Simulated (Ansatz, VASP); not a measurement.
**Two plane-wave programs on Zn**

```
CELL_PARAMETERS angstrom
2.63547 0.00000 0.00000
0.00000 2.63547 0.00000
0.00000 0.00000 2.61727
ATOMIC_POSITIONS crystal
Zn 0.00000 0.00000 0.00000
```

Alike in both runs: functional PBE; k mesh 22 × 22 × 20; occupations gaussian, width 0.1 eV; no spin polarisation.

Ansatz relaxed the structure, and its values are those at the end. VASP's run is a single point on that final structure, the one shown.

|  | VASP | Ansatz |
| --- | --- | --- |
| version | VASP 6.6.1 | Ansatz 0.2.0 |
| potentials or method | VASP PAW PBE potentials, release 64 (Zn) | scalar-relativistic, plane waves, PAW |
| plane-wave cutoff (eV) | 520 | 420 |
| valence electrons in the cell | 12 | 12 |

VASP gave:

| Quantity | Value |
| --- | --- |
| gap on the k mesh at the Fermi level (eV) | none |
| pressure (GPa) | 0.4 |

Problem. Which values does Ansatz return?

Solution. gap on the k mesh at the Fermi level (eV): none; pressure (GPa): 0.0.

A gap of «none» marks a metal or a gap that the smearing closes. With one functional, cell and mesh, what is left measures potentials, basis and numerics.
